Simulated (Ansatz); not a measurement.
Write the native input for Ansatz 0.2.0 that does the following.

| Quantity | Value |
| --- | --- |
| Task | band structure |
| Functional | LDA |
| Potentials or basis | Ansatz PAW |
| Cutoff | 420 eV (not typed: the program's choice for these potentials) |
| k mesh | 8 × 8 × 8 |
| Occupations | fermi-dirac, width 0.05 eV |
| Spin | spin-orbit coupling, no magnetisation |
| Path | [["G", "X", "Y", "S", "G", "Z", "S1", "N", "P", "Y1", "Z"], ["X", "P"]] |
| Points for each segment of the path | 14 |

Crystal: In.

```xyz
1
Lattice="-1.6255 1.6255 2.4737 1.6255 -1.6255 2.4737 1.6255 1.6255 -2.4737" Properties=species:S:1:pos:R:3 pbc="T T T"
In    0.0000    0.0000    0.0000
```

These files were run (other wordings do the same):

input.yaml

```yaml
crystal:
  lattice:
    - [-1.62547, 1.62547, 2.4737]
    - [1.62547, -1.62547, 2.4737]
    - [1.62547, 1.62547, -2.4737]
  atoms:
    - { symbol: In, position: [0.0, 0.0, 0.0] }
hamiltonian:
  xc: lda
  pseudopotentials: { kind: paw_fr }
magnetization:
  noncollinear: true
  spin_orbit: true
kpoints:
  mp_grid: { grid: [8, 8, 8] }
  band_path:
    path:
      - [[0.0, 0.0, 0.0], [0.0, 0.0, 0.5], [-0.2158906645, 0.2158906645, 0.5], [-0.3579453323, 0.3579453323, 0.3579453323], [0.0, 0.0, 0.0], [0.5, 0.5, -0.5], [0.3579453323, 0.6420546677, -0.3579453323], [0.0, 0.5, 0.0], [0.25, 0.25, 0.25], [0.5, 0.5, -0.2158906645], [0.5, 0.5, -0.5]]
      - [[0.0, 0.0, 0.5], [0.25, 0.25, 0.25]]
    npoints: 14
scf:
  occupations: { method: fermi_dirac, width: 0.05 }
  n_extra_bands: 6
output:
  forces: true
  stress: true
  eigenvalues: true
  fatbands: false
  write_density: true
  write_potential: true
  elf: true
  volumetric_format: npy
```

Potentials or basis: Ansatz PAW.

Command:

```sh
$ ansatz run input.yaml --threads 2 --pin off --max-ram 5632MiB --backend cpu --events-out ev --progress --plain --runs-dir out
```

Results of the run:

The pressure is -2.7 GPa and the band gap on the k mesh is none (metal or under the smearing width).

Caveat: the PAW data sets come from PBE, with cores solved anew for the run's functional, which leaves a small shift of forces and pressure.

Wall time 10 s on 2 threads of Arm Neoverse V1 (shared host), peak memory 0.39 GiB.
